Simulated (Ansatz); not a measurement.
What does this script print? It uses the Python package of Ansatz (0.2.0).

`snse.py`
```python
"""Pressure at which two phases of SnSe cross."""

import warnings

import ansatz as az
import numpy as np


def rocksalt(A, B, a):
    return az.Crystal.rocksalt(A, B, a=a)


def wurtzite(A, B, a):
    return (
        az.Lattice.from_parameters(a, a, 1.633 * a, alpha=90, beta=90, gamma=120)
        .space_group(186)
        .atom(A, [1 / 3, 2 / 3, 0])
        .atom(B, [1 / 3, 2 / 3, 0.375])
    )


def solve(name, crystal, pressure=0.0):
    calc = (
        crystal.calculation()
        .scf(tolerance=1e-07)
        .functional("pbesol")
        .basis(500)
        .kpoints(spacing=0.4)
        .occupations("fermi_dirac", width=0.01)
    )
    calc = calc.relax(force_tolerance=0.02, cell=True, pressure=pressure)
    return calc.run()


def volume_per_atom(outcome):
    return abs(np.linalg.det(outcome.lattice.cell_ang)) / len(outcome.lattice.sites)

warnings.simplefilter("ignore")

phases = {}
phases["rocksalt"] = rocksalt("Sn", "Se", 6.02)
phases["wurtzite"] = wurtzite("Sn", "Se", 4.55)

# H = E + PV, with 1 eV per cubic angstrom equal to 160.2 GPa
pressures = [0, 15, 30, 45]
enthalpy, volume = {name: [] for name in phases}, {name: [] for name in phases}
for p in pressures:
    for name, crystal in phases.items():
        o = solve(name, crystal, pressure=p)
        volume[name].append(volume_per_atom(o))
        enthalpy[name].append(o.report["energy_sigma0_ev"] / len(o.lattice.sites) + p * volume[name][-1] / 160.21766)
gap = np.array(enthalpy["wurtzite"]) - np.array(enthalpy["rocksalt"])
rows = [(p, va, vb, 1000 * d) for p, va, vb, d in zip(pressures, volume["rocksalt"], volume["wurtzite"], gap)]
print("   P (GPa)  V rocksalt (A^3/atom)  V wurtzite (A^3/atom)  H(wurtzite) - H(rocksalt) (meV/atom)")
for row in rows:
    print(f"{row[0]:10d}  {row[1]:21.3f}  {row[2]:21.3f}  {row[3]:+36.1f}")
crossings = [p0 - g0 * (p1 - p0) / (g1 - g0) for p0, p1, g0, g1 in zip(pressures, pressures[1:], gap, gap[1:]) if g0 * g1 < 0]
print("crossing near", [round(float(p), 1) for p in crossings], "GPa") if crossings else print("no crossing in this range")
```

```console
$ python snse.py
   P (GPa)  V rocksalt (A^3/atom)  V wurtzite (A^3/atom)  H(wurtzite) - H(rocksalt) (meV/atom)
         0                 26.190                 32.644                                +145.1
        15                 21.772                 22.703                                +505.4
        30                 19.463                 18.287                                +238.1
        45                 18.066                 17.011                                +134.2
no crossing in this range
```

What to keep in mind:
- At a fixed pressure a relaxation lowers the enthalpy F + PV, while F alone can rise.
- For the metals among these phases the mesh is modest: differences between phases can be off by up to 40 meV an atom.
- The program warned that this SCF threshold is loose for forces or stresses.
- Only these two structures are compared, at zero temperature and with their symmetry kept; either may be hypothetical, and another phase may be lower than both. Differences under about 40 meV an atom lie within the error of mesh and functional.
- The cells are prototypes set up for this calculation and needn't exist.
- The script silences warnings, which a real study should read.
- Hardware and time: 3.7 min on 1 thread of Intel(R) Xeon(R) Platinum 8124M CPU @ 3.00GHz (Skylake/Cascade Lake) (shared host), peak memory 0.52 GiB.
